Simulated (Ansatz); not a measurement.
**Al4N3: competing structures**

These are results of Ansatz, DFT PBE, scalar-relativistic, plane waves, PAW, not measurements. Settings: cutoff 420 eV, Γ-centred meshes spaced at most about 0.3 Å⁻¹, and about 0.25 Å⁻¹ or finer for metals (2π included), Gaussian smearing. No spin polarisation.

The zero of energy is the elements' standard structures at the same level (N₂ as a molecule); no fitted shifts are applied.

All energies are static (0 K, no zero-point motion). Larger cells and other orderings weren't all tried, so the list isn't exhaustive. In P3m1, R-3m, P-43m an odd number of electrons in the primitive cell allows no gap without spin; a larger cell or a magnetic state could open one.

Invented guesses were relaxed alike, and ends that match in structure were merged. ΔE counts from the first row. Coordination counts N atoms around Al (those within 1.25 times the shortest such distance or 1.15 times the sum of covalent radii; a slash parts the counts of unlike sites). The ends were matched against large subsets of the Crystallography Open Database and the Materials Project, so a missing match doesn't prove that a structure is unreported.

| # | reached from | type and space group | atoms | Å³/atom | coordination | ΔE (meV/atom) | gap on mesh (eV) | in databases |
| --- | --- | --- | --- | --- | --- | --- | --- | --- |
| 1 | a cell proposed by chemical analogy | P3m1 (No. 156) | 7 | 11.8 | Al 1/3/4 | 0 | 0.00 | no match |
| 2 | a cell proposed by chemical analogy | R-3m (No. 166) | 7 | 9.6 | Al 3/6 | 98 | 0.00 | no match |
| 3 | a cell proposed by chemical analogy | P-43m (No. 215) | 7 | 12.0 | Al 3 | 169 | 0.00 | no match |

The lowest: Space group P3m1 (No. 156), trigonal, a = 3.113 Å, c = 9.809 Å. Al on its first site has 4 N at 1.90–1.91 Å; Al on its second site has 3 N at 1.92 Å; Al on its third site is surrounded by 1 N at 1.92 Å; Al on its fourth site is surrounded by 4 N at 1.90–1.91 Å; N on its first site has 4 Al at 1.90–1.91 Å; 2 more sites not described. Its energy over the elements is −1.01 eV/atom. A negative formation energy is needed for stability but isn't enough: competing phases decide. An observed structure of this formula, if there is one, may be missing.

```
Al N
1.0
     3.11266    0.00000    0.00000
    -1.55633    2.69564    0.00000
     0.00000    0.00000    9.80898
Al N
4 3
Direct
  0.00000 0.00000 0.49581
  0.33333 0.66667 0.75891
  0.00000 0.00000 0.98090
  0.33333 0.66667 0.23878
  0.33333 0.66667 0.43313
  0.00000 0.00000 0.69046
  0.00000 0.00000 0.17700
```

The second: Space group R-3m (No. 166), trigonal, a = 2.902 Å, c = 27.535 Å. Al on its first site has 3 N at 2.06 Å; around Al on its second site lie 6 N at 2.04–2.05 Å; N on a site of symmetry 3m has 6 Al at 2.04–2.06 Å; N on a site of symmetry -3m is surrounded by 6 Al at 2.05 Å. Counting N atoms around Al, the first has Al 1/3/4 and the second has Al 3/6. Cells relaxed within their symmetry can be saddle points.

```xyz
7
Lattice="1.4509 0.8377 9.1782 -1.4509 0.8377 9.1782 0.0000 -1.6753 9.1782" Properties=species:S:1:pos:R:3 pbc="T T T"
Al    0.0000    0.0000   23.9958
Al    0.0000    0.0000    8.0030
Al    0.0000    0.0000    3.5389
Al    0.0000    0.0000   19.5317
N     0.0000    0.0000   16.0113
N     0.0000    0.0000   11.5234
N     0.0000    0.0000    0.0000
```

Some structure types and database cells were kept out of the candidates from the start, so a known form may be missing.
